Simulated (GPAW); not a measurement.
Runs of GPAW 26.7.0 on ZnS (Wurtzite-2H). Symmetry: P6_3mc, No. 186, hexagonal system. The conventional cell has a = 3.811 Å, b = 3.811 Å, c = 6.234 Å, α = 90.00°, β = 90.00°, γ = 120.00°. Zn (site symmetry 3m) is surrounded by 4 S at 2.31 to 2.40 Å. S (site symmetry 3m) has 4 Zn at 2.31 to 2.40 Å as nearest neighbours. 

| task | level | potentials or basis | cell | data set | eigensolver | optimizer | fmax | max steps | gap on the mesh (eV) | pressure (GPa) | V0 of scaled cells (Å³/atom) | relaxed volume (Å³/atom) | B0 (GPa) | largest force (eV/Å) |
| --- | --- | --- | --- | --- | --- | --- | --- | --- | --- | --- | --- | --- | --- | --- |
| equation of state | PBE | JTH PAW 2.0, PBE, pw | as given | S jth, Zn jth | - | - | - | - | - | - | 20.16 | - | 66 | - |
| equation of state | LDA | JTH PAW 2.0, LDA, pw | as given | S jth, Zn jth | - | - | - | - | - | - | 18.59 | - | 89 | - |
| relaxation of cell and atoms | OLYP | PAW data sets generated in the run's folder for this functional, pw | relaxed to -1 GPa | - | davidson | BFGS | 0.02 eV/Å | 100 | 2.28 | -1.0 | - | - | - | 0.01 |
| relaxation of cell and atoms | rSCAN+D3(BJ) | GPAW PAW data sets (gpaw-data 1.2.1), pw | relaxed | - | - | FIRE | 0.02 eV/Å | 40 | 2.89 | 0.0 | - | (a) | - | 0.02 |
| equation of state | LDA | PAW data sets generated in the run's folder for this functional, pw | as given | - | - | - | - | - | - | - | (c) | - | 86 | - |
| relaxation of cell and atoms | BLYP+D4 | PAW data sets generated in the run's folder for this functional, pw | relaxed to 10 GPa | - | davidson | BFGS | 0.05 eV/Å | 40 | 2.68 | 9.9 | - | - | - | 0.03 |
| relaxation of cell and atoms | OLYP+D3 | PAW data sets generated in the run's folder for this functional, pw | relaxed | - | davidson | BFGS | 0.02 eV/Å | 100 | 2.85 | 0.0 | - | 19.01 | - | 0.01 |
| band structure | BEEF-vdW | GPAW PAW data sets (gpaw-data 1.2.1), pw | as given | - | - | - | - | - | 2.46 | - | - | - | - | (b) |
| relaxation of cell and atoms | BLYP+D3(BJ) | PAW data sets generated in the run's folder for this functional, pw | relaxed | - | davidson | BFGS | 0.05 eV/Å | 100 | 2.25 | 0.2 | - | 19.33 | - | 0.01 |
| relaxation of cell and atoms | BLYP | PAW data sets generated in the run's folder for this functional, pw | relaxed | - | davidson | BFGS | 0.02 eV/Å | 40 | (d) | 0.0 | - | 21.15 | - | 0.01 |

Alike in all rows: no spin polarisation; k mesh 6 × 6 × 3; cutoff (eV) 600; smearing fermi-dirac 0.05 eV.

Q: Estimate the missing entries.

A: (a) 19.12; (b) 0.35; (c) 18.55; (d) 1.84.

Caveats: later steps reuse the first step's grids (some runs); the cell was scaled at fixed shape and fractional positions, which overstates the stiffness of a crystal with free parameters, most of all of layers and chains (some runs); the program truncates these outside data sets (some runs); the PAW data sets were made with another functional, which shifts forces and pressure a little (some runs).

